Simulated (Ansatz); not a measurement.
Si under changes of volume

One of the cells (13.979 Å³/atom); the others are scaled copies at fixed shape and fractional positions:

```
Si
1.0
    -1.62691    1.62691    1.32033
     1.62691   -1.62691    1.32033
     1.62691    1.62691   -1.32033
Si
1
Direct
  0.00000 0.00000 0.00000
```

This isn't the form of Si at room conditions, which is diamond.

* Program: Ansatz 0.2.0
* Functional: LDA
* Potentials or basis: Ansatz PAW
* Cutoff: 420 eV (not typed: the program's choice for these potentials)
* k mesh: 13 × 13 × 13
* Occupations: fermi-dirac, width 0.05 eV
* Spin: no spin polarisation

```tsv
volume (Å³/atom)	energy over the lowest point (meV/atom)	pressure (GPa)
13.140	15.75	6.6
13.420	?	?
13.699	1.30	1.8
13.979	0.00	-0.3
14.258	2.11	-2.0
14.538	7.03	-3.6
14.818	14.50	-5.0
```

Task: What does the run at 13.420 Å³/atom give?

Result: Energy over the lowest point 6.45 meV/atom; pressure 4.1 GPa.

Worked out: A Birch-Murnaghan fit of order 3 (a polynomial in V^(-2/3)) to the other rows has its minimum at 13.94 Å³/atom with B0 = V·E''(V) = 96 GPa and B' = 5.9 at fixed shape and positions, which overstates the stiffness. It gives 6.33 meV/atom at 13.420 Å³/atom, against the run's 6.45, and -dE/dV = 4.1 GPa, against 4.1.

Energies are extrapolated to zero smearing.

Caveats: the PAW data sets come from PBE, with cores solved anew for the run's functional, which leaves a small shift of forces and pressure.
